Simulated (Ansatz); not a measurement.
Wires are cut from relaxed bulk SiC (F-43m, 10.50 Å³/atom, gap on the mesh 1.37 eV); atoms and period are relaxed, and energies count from that bulk. Caps count from half an H2 molecule.

Theory: Ansatz 0.2.0, DFT PBE, scalar-relativistic, plane waves, PAW.

Cutoff 420 eV, Gaussian smearing of 0.05 eV, energies at zero smearing, symmetry of each start kept, no spin polarisation.

```tsv
start	atoms	k mesh	excess energy (eV per host atom)	line energy (eV/Å)	period (Å)	gap on the mesh (eV)	highest filled level or Fermi level under vacuum (eV)
[111] wire, 8 host atoms a period with H caps	22	1×1×5	-0.118	-0.120	7.885	5.71	6.65
[111] wire, 12 host atoms a period with H caps	30	1×1×5	-0.092	-0.142	7.765	5.26	6.42
[111] wire, 14 host atoms a period with H caps	32	1×1×5	-0.074	-0.133	7.736	4.89	6.19
```

An odd mesh misses points on the zone edge, so a gap read on it can be too wide.

Each run keeps its start's symmetry and one magnetic start, so lower states can exist.

Cost: 3 runs of about 24 core-minutes in all, on Intel Xeon Platinum 8375C (Ice Lake) (shared hosts).